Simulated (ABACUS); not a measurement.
**C: single point with PBE**

The system is C.

```
C
1.0
     2.52210    0.00000    0.00000
    -1.26105    2.18420    0.00000
     0.00000    0.00000    8.23710
C
8
Cartesian
  1.2903 0.7669 6.9884
  -0.0053 1.4879 2.8404
  1.2448 0.6793 5.3775
  0.0260 1.4409 1.2611
  0.0012 0.0055 7.5086
  -0.0189 -0.0097 3.2658
  0.0272 0.0316 4.8588
  0.0117 0.0005 0.7466
```

This is a hexagonal form of diamond, not graphite.

The cell isn't the ideal one: atoms moved at random, drawn with an rms of 0.05 Å.

| Property | Result |
| --- | --- |
| Program | ABACUS 3.10.1 |
| Task | single point |
| Functional | PBE |
| Potentials or basis | PseudoDojo NC SR 0.4.1 PBE standard |
| Cutoff | 1116 eV |
| Density cutoff | 4463 eV |
| Basis | plane waves |
| k mesh | 12 × 12 × 4 |
| Occupations | fermi-dirac, width 0.05 eV |
| Spin | no spin polarisation |
| Radial cutoff of the potentials (pseudo_rcut) | 10 bohr |
| SCF threshold on the density | 1e-08 |
| Max SCF steps | 100 |
| Eigensolver | dav |
| Mixing | broyden |
| Mixing share | 0.7 |
| Symmetry key | 1 |
| Bands | 20 |

* Pressure: 4.6 GPa
* Largest force: 4.045 eV/Å
* Band gap on the k mesh: 3.75 eV, indirect (least direct gap 4.22 eV)

Forces in eV/Å, atoms in the order of the input:
```
C   -1.078 -1.564 -1.057
C   -0.340 -1.676 -2.604
C    1.902  2.775  0.677
C   -0.617  0.772  0.209
C    0.826  0.994 -1.852
C    0.874  1.664  3.582
C   -1.918 -2.505 -0.238
C    0.350 -0.459  1.283
```

Stress tensor (GPa, compression positive):
```
 1.57  1.00  0.97
 1.00  0.00  1.54
 0.97  1.54 12.30
```

Levels at points of the mesh, in eV from the valence-band top:
| k point | band 13 | band 14 | band 15 | band 16 | band 17 | band 18 |
| --- | --- | --- | --- | --- | --- | --- |
| (0.00, 0.00, 0.00) | -1.84 | -0.86 | -0.56 | 0.00 | 4.22 | 4.70 |
| (0.50, 0.00, 0.00) | -5.34 | -5.12 | -4.13 | -3.45 | 3.91 | 5.02 |
| (0.00, 0.50, 0.00) | -5.70 | -5.15 | -3.94 | -3.59 | 3.76 | 4.98 |
| (0.50, 0.50, 0.00) | -5.56 | -5.03 | -4.19 | -3.33 | 3.75 | 5.06 |
| (0.00, 0.00, 0.50) | -2.01 | -1.32 | -0.96 | -0.59 | 4.75 | 5.15 |
| (0.50, 0.00, 0.50) | -5.30 | -5.12 | -4.29 | -4.09 | 4.07 | 4.43 |
| (0.00, 0.50, 0.50) | -5.25 | -5.09 | -4.63 | -4.04 | 3.93 | 4.32 |
| (0.50, 0.50, 0.50) | -5.33 | -5.24 | -4.30 | -3.98 | 3.96 | 4.22 |

It took 2.6 min on 4 MPI ranks on Intel(R) Xeon(R) Platinum 8175M CPU @ 2.50GHz (Skylake/Cascade Lake), on a shared host, peak memory 0.72 GiB a rank.

A k mesh can miss the band edges.
